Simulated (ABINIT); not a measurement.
# A GW run on NaF (Villiaumite) in ABINIT, with inputs changed, part 2 of 2

What do changed inputs do to GW on NaF (Villiaumite)?

ABINIT 10.8.3; PBE and many-body steps on it, plane waves. Known limits of the many-body steps: not at the basis limit.

So far. Step 2 (Screening, 6×6×6 mesh, 100 bands, screening to 217.7 eV): Local fields lower ε∞ by 5 %. Step 3 (Base): The gap on the mesh goes from 6.39 eV to 10.50 eV, a correction of +4.11 eV.

The database entry behind the starting cell differs from later determinations by our own check (0.1 to 0.3 % short, probably kX units), so it need not match the best structure at ambient conditions.

**6. No symmetry in the self-energy**

Level of this step: G0W0 on PBE, plane waves, norm-conserving pseudopotentials (ABINIT).

File run.abi:

```
acell 3*1.0 Angstrom
rprim 
  0.000000000000 2.310000000000 2.310000000000
  2.310000000000 0.000000000000 2.310000000000
  2.310000000000 2.310000000000 0.000000000000
ntypat 2
znucl 11 9
natom 2
typat 1 2
xred 
  0.000000000000 0.000000000000 0.000000000000
  0.500000000000 0.500000000000 0.500000000000
pp_dirpath "pseudos"
pseudos "Na.upf, F.upf"
ecut 38
ngkpt 6 6 6
nshiftk 1
shiftk 0 0 0
kptopt 1
chksymbreak 0
istwfk *1
occopt 1
irdwfk 1
optdriver 4
nband 100
gwcalctyp 0
ecutsigx 38
symsigma 0
nkptgw 1
kptgw 
  0.0000000000 0.0000000000 0.0000000000
bdgw 
  6 12
ecuteps 8
irdscr 1
ppmodel 1
indata_prefix "in"
outdata_prefix "out"
tmpdata_prefix "tmp"
```

Launch:

```
OMP_NUM_THREADS=1 mpirun -n 4 abinit run.abi > log
```

What it wrote:

```text
.Version 10.8.3 of ABINIT. v10.8.2 released Aug 2026.

 Symmetries : space group Fm -3 m (#225); Bravais cF (face-center cubic)
[... echo of the input left out ...]
== DATASET  1 ==================================================================
-   mpi_nproc: 4, omp_nthreads: 1 (-1 if OMP is not activated)

--- !DatasetInfo
iteration_state: {dtset: 1, }
dimensions: {natom: 2, nkpt: 16, mband: 100, nsppol: 1, nspinor: 1, nspden: 1, mpw: 1874, }
cutoff_energies: {ecut:  38.0, pawecutdg:  -1.0, }
[...]
10  17.827  -7.169  -2.170  -3.171   0.905  -0.105  -5.515   1.654  19.481
       11  17.827  -7.169  -2.170  -3.171   0.905  -0.105  -5.515   1.654  19.481
       12  17.827  -7.169  -2.170  -3.171   0.905  -0.105  -5.516   1.654  19.480

== END DATASET(S) ==============================================================
================================================================================

 -outvars: echo values of variables after computation  --------
           etotal      0.0000000000E+00
            nband         100
             nkpt          16
          spgroup         225
 [... the other variables as echoed above ...]

 Calculation completed.
```

Wall time 78 s (4 MPI ranks of Intel Xeon Platinum 8259CL at 2.50GHz (Skylake/Cascade Lake), shared host); peak memory 0.9 GiB; 5.2 min of CPU time.

Numbers from this step:

```
G0W0 gap on the points computed              : 10.50 eV
starting gap on the mesh                     : 6.390 eV
k of the valence top                         : 0, 0, 0
k of the conduction bottom                   : 0, 0, 0
least direct G0W0 gap on the computed points : 10.50 eV
```

Against G0W0 in ABINIT (6×6×6 mesh, 100 bands, screening to 217.7 eV, Godby-Needs plasmon pole), the gap moves by −0.001 eV.

**7. Broadening of the poles**

Edit run.abi of step 6 so:

```diff
@@ -27,3 +27,3 @@
 ecutsigx 38
-symsigma 0
+symsigma 1
 nkptgw 1
@@ -36,2 +36,3 @@
 ppmodel 1
+zcut 1.0 eV
 indata_prefix "in"
```

What it wrote:

```text
.Version 10.8.3 of ABINIT. v10.8.2 released Aug 2026.

 Symmetries : space group Fm -3 m (#225); Bravais cF (face-center cubic)
[... echo of the input left out ...]
== DATASET  1 ==================================================================
-   mpi_nproc: 4, omp_nthreads: 1 (-1 if OMP is not activated)

--- !DatasetInfo
iteration_state: {dtset: 1, }
dimensions: {natom: 2, nkpt: 16, mband: 100, nsppol: 1, nspinor: 1, nspden: 1, mpw: 1874, }
cutoff_energies: {ecut:  38.0, pawecutdg:  -1.0, }
[...]
10  17.827  -7.169  -2.170  -3.172   0.904  -0.106  -5.517   1.653  19.479
       11  17.827  -7.169  -2.170  -3.172   0.904  -0.106  -5.517   1.653  19.479
       12  17.827  -7.169  -2.170  -3.172   0.904  -0.106  -5.517   1.653  19.479

== END DATASET(S) ==============================================================
================================================================================

 -outvars: echo values of variables after computation  --------
           etotal      0.0000000000E+00
            nband         100
             nkpt          16
          spgroup         225
 [... the other variables as echoed above ...]

 Calculation completed.
```

Elapsed: 9 s, on 4 MPI ranks; peak memory 0.75 GiB.

Numbers from this step:

```
G0W0 gap on the points computed              : 10.50 eV
starting gap on the mesh                     : 6.390 eV
k of the valence top                         : 0, 0, 0
k of the conduction bottom                   : 0, 0, 0
least direct G0W0 gap on the computed points : 10.50 eV
```

Against G0W0 in ABINIT (6×6×6 mesh, 100 bands, screening to 217.7 eV, Godby-Needs plasmon pole), the gap moves by +0.000 eV.

**8. Contour deformation on a plasmon-pole file**

Edit run.abi of step 7 so:

```diff
@@ -25,3 +25,3 @@
 nband 100
-gwcalctyp 0
+gwcalctyp 2
 ecutsigx 38
@@ -35,4 +35,2 @@
 irdscr 1
-ppmodel 1
-zcut 1.0 eV
 indata_prefix "in"
```

What it wrote:

```text
.Version 10.8.3 of ABINIT. v10.8.2 released Aug 2026.

 Symmetries : space group Fm -3 m (#225); Bravais cF (face-center cubic)
================================================================================
 Values of the parameters that define the memory need of the present run
     intxc =       0    ionmov =       0      iscf =       7    lmnmax =       5
     lnmax =       5     mgfft =      36  mpssoang =       3    mqgrid =    3001
     natom =       2  nloc_mem =       1    nspden =       1   nspinor =       1
    nsppol =       1      nsym =      48    n1xccc =    2501    ntypat =       2
    occopt =       1   xclevel =       2
-    mband =         100        mffmem =           1         mkmem =           4
       mpw =        1874          nfft =       46656          nkpt =          16
================================================================================
  Rough estimation (10% accuracy) of disk space for files :
================================================================================

--------------------------------------------------------------------------------
------------- Echo of variables that govern the present computation ------------
--------------------------------------------------------------------------------
 -outvars: echo values of preprocessed input variables --------
            acell      1.8897261259E+00  1.8897261259E+00  1.8897261259E+00 Bohr

             bdgw           6      12
      chksymbreak           0
             ecut      3.80000000E+01 Hartree
          ecuteps      8.00000000E+00 Hartree
         ecutsigx      3.80000000E+01 Hartree
          ecutwfn      3.80000000E+01 Hartree
-          fftalg         312
        gwcalctyp           2
           irdscr           1
           irdwfk           1

[...]
setmesh: FFT mesh size selected  =    36x   36x   36
          total number of points  =        46656

 Number of electrons calculated from density =   16.0000; Expected =   16.0000
 average of density, n =  0.096174
 r_s =    1.3540
 omega_plasma =   29.9147 [eV]

 === KS Band Gaps ===
  >>>> For spin  1
   Minimum direct gap =   6.3895 [eV], located at k-point      :   0.0000  0.0000  0.0000
   Fundamental gap    =   6.3895 [eV], Top of valence bands at :   0.0000  0.0000  0.0000
                                       Bottom of conduction at :   0.0000  0.0000  0.0000
 SIGMA fundamental parameters:
 CONTOUR DEFORMATION
 number of plane-waves for SigmaX                 1837
 number of plane-waves for SigmaC and W            169
 number of plane-waves for wavefunctions          1837
 number of bands                                   100
 number of independent spin polarizations            1
 number of spinorial components                      1
 number of k-points in IBZ                          16
 number of q-points in IBZ                          16
 number of symmetry operations                      48
 number of k-points in BZ                          216
 number of q-points in BZ                          216
 number of frequencies for dSigma/dE                 9
 frequency step for dSigma/dE [eV]                0.25
 number of omega for Sigma on real axis              0
 max omega for Sigma on real axis  [eV]           0.00
 zcut for avoiding poles [eV]                     0.10

 EPSILON^-1 parameters (SCR file):
 dimension of the eps^-1 matrix on file            169
 dimension of the eps^-1 matrix used               169
 number of plane-waves for wavefunctions          1837
 number of bands                                   100
 number of q-points in IBZ                          16
 number of frequencies                               2
 number of real frequencies                          1
 number of imag frequencies                          1

 matrix elements of self-energy operator (all in [eV])

 Perturbative Calculation

--- !ERROR
message: |
    Fatal error

--- !ERROR
message: |
    Fatal error

--- from the log ---
Fatal error
```

Run time: 3.5 s. Hardware: 4 MPI ranks; peak memory 0.52 GiB.

The run stopped with an error after 3.5 s.

The fault put into this input: contour deformation on a plasmon-pole file.

**9. Unknown plasmon-pole model**

Edit run.abi of step 8 so:

```diff
@@ -25,3 +25,3 @@
 nband 100
-gwcalctyp 2
+gwcalctyp 0
 ecutsigx 38
@@ -35,2 +35,3 @@
 irdscr 1
+ppmodel 7
 indata_prefix "in"
```

What it wrote:

```text
.Version 10.8.3 of ABINIT. v10.8.2 released Aug 2026.

 Symmetries : space group Fm -3 m (#225); Bravais cF (face-center cubic)
================================================================================
 Values of the parameters that define the memory need of the present run
     intxc =       0    ionmov =       0      iscf =       7    lmnmax =       5
     lnmax =       5     mgfft =      36  mpssoang =       3    mqgrid =    3001
     natom =       2  nloc_mem =       1    nspden =       1   nspinor =       1
    nsppol =       1      nsym =      48    n1xccc =    2501    ntypat =       2
    occopt =       1   xclevel =       2
-    mband =         100        mffmem =           1         mkmem =           4
       mpw =        1874          nfft =       46656          nkpt =          16
================================================================================
  Rough estimation (10% accuracy) of disk space for files :
================================================================================

--------------------------------------------------------------------------------
------------- Echo of variables that govern the present computation ------------
--------------------------------------------------------------------------------
 -outvars: echo values of preprocessed input variables --------
            acell      1.8897261259E+00  1.8897261259E+00  1.8897261259E+00 Bohr

             bdgw           6      12
      chksymbreak           0
             ecut      3.80000000E+01 Hartree
          ecuteps      8.00000000E+00 Hartree
         ecutsigx      3.80000000E+01 Hartree
          ecutwfn      3.80000000E+01 Hartree
-          fftalg         312
           irdscr           1
           irdwfk           1

              ixc     -101130
[...]
pspatm : epsatm=    9.36084378
         --- l  ekb(1:nproj) -->
[...]
pspatm: atomic psp has been read  and splines computed

- F Generated using ONCVPSP code by D. R. Hamann
-  9.00000   7.00000  171031                  znucl, zion, pspdat
12 -101130 2 -1 832                           pspcod,pspxc,lmax,lloc,mmax
     nproj     2     2     1
  pspatm : epsatm=    4.87625608
         --- l  ekb(1:nproj) -->
             0    6.519403    1.070094
             1   -3.955629   -1.291931
             2   -2.441503
 pspatm: atomic psp has been read  and splines computed

   2.27793598E+02                                ecore*ucvol(ha*bohr**3)
--------------------------------------------------------------------------------

 ==== K-mesh for the wavefunctions ====
 Number of points in the irreducible wedge :    16
 Reduced coordinates and weights :

     1)     0.00000000E+00  0.00000000E+00  0.00000000E+00       0.00463
     2)     1.66666667E-01  0.00000000E+00  0.00000000E+00       0.03704
     3)     3.33333333E-01  0.00000000E+00  0.00000000E+00       0.03704
[...]
Together with 48 symmetry operations and time-reversal symmetry
 yields   216 points in the full Brillouin Zone.

 ==== Q-mesh for screening function ====
 Number of points in the irreducible wedge :    16
 Reduced coordinates and weights :

[...]
15)    -3.33333333E-01  3.33333333E-01  1.66666667E-01       0.11111
    16)    -3.33333333E-01  5.00000000E-01  1.66666667E-01       0.05556

 Together with 48 symmetry operations and time-reversal symmetry
 yields   216 points in the full Brillouin Zone.

 vcoul_init : cutoff-mode = AUXILIARY_FUNCTION
 q-points for optical limit:   1
     1)      0.000010    0.000020    0.000030
 setmesh: FFT mesh size selected  =    36x   36x   36
          total number of points  =        46656

 Number of electrons calculated from density =   16.0000; Expected =   16.0000
 average of density, n =  0.096174
 r_s =    1.3540
 omega_plasma =   29.9147 [eV]

--- !BUG
message: |
    Wrong ppm%model: 7

--- !BUG
message: |
    Wrong ppm%model: 7

--- from the log ---
Wrong ppm%model: 7
```

Elapsed: 3.1 s, on 4 MPI ranks; peak memory 0.47 GiB.

The run stopped with an error after 3.1 s.

The program's words: Wrong ppm%model: 7

The fault put into this input: unknown plasmon-pole model.

**10. The runs together**

Times are wall times on 4 MPI ranks of Intel Xeon Platinum 8259CL at 2.50GHz (Skylake/Cascade Lake), shared host, good to a factor of about two. A run's time includes the screening step that it read.

| run | mesh | bands | screening cutoff (eV) | DFT gap (eV) | gap on the mesh (eV) | direct (eV) | ε∞ used | time |
| --- | --- | --- | --- | --- | --- | --- | --- | --- |
| base | 6×6×6 | 100 | 217.7 | 6.390 | 10.499 | 10.499 | 1.80 | 1.7 min |
| fewer bands in the self-energy | 6×6×6 | 18 | 217.7 | 6.390 | 10.046 | 10.046 | 1.80 | 96 s |
| exchange cutoff | 6×6×6 | 100 | 217.7 | 6.390 | 10.111 | 10.111 | 1.80 | 1.7 min |
| no symmetry in the self-energy | 6×6×6 | 100 | 217.7 | 6.390 | 10.498 | 10.498 | 1.80 | 2.8 min |
| broadening of the poles | 6×6×6 | 100 | 217.7 | 6.390 | 10.499 | 10.499 | 1.80 | 1.7 min |

**11. What came out**

- base: 10.499 eV
- fewer bands in the self-energy: 10.046 eV
- exchange cutoff: 10.111 eV
- no symmetry in the self-energy: 10.498 eV
- broadening of the poles: 10.499 eV
- known limits: not at the basis limit

In words: Fewer bands in the self-energy: −0.453 eV against base (keys changed: nband). Exchange cutoff: −0.388 eV against base (keys changed: ecutsigx). No symmetry in the self-energy: no change against base (keys changed: symsigma). Broadening of the poles: no change against base (keys changed: zcut). Bands and cutoff are finite, so the gap is not at the basis limit. The miss can reach some tenths of an eV and take either sign; the mesh is an error of its own. In the G0W0 runs levels were corrected at 1 k point alone, so a gap called «on the mesh» is the least over those, and an edge elsewhere would be missed.

[Paths, hosts, dates, memory and timing lines, banners, echoed tables and standing remarks are left out of the program output.]

[Logs are printed without paths, hosts, clocks, repeated set-up lines and the standing remarks that a program may print on its own settings, such as how far it seeks lower states.]

[Runs of the session that timed out or met a known fault of the program may be left out.]

[Hosts, paths, dates, database ids (printed as entryN), source tags and the programs' standing remarks are cut or masked in the printed files.]

[G0W0 gaps are taken among the corrected bands and points alone; a level outside them can change the order at an edge.]

[Where Ansatz stands beside ABINIT at settings called matched, ABINIT's density can come from a denser mesh and the files from another edition; pairs whose starting gaps differed by over 0.03 eV were left out, so agreement reads better than it is.]
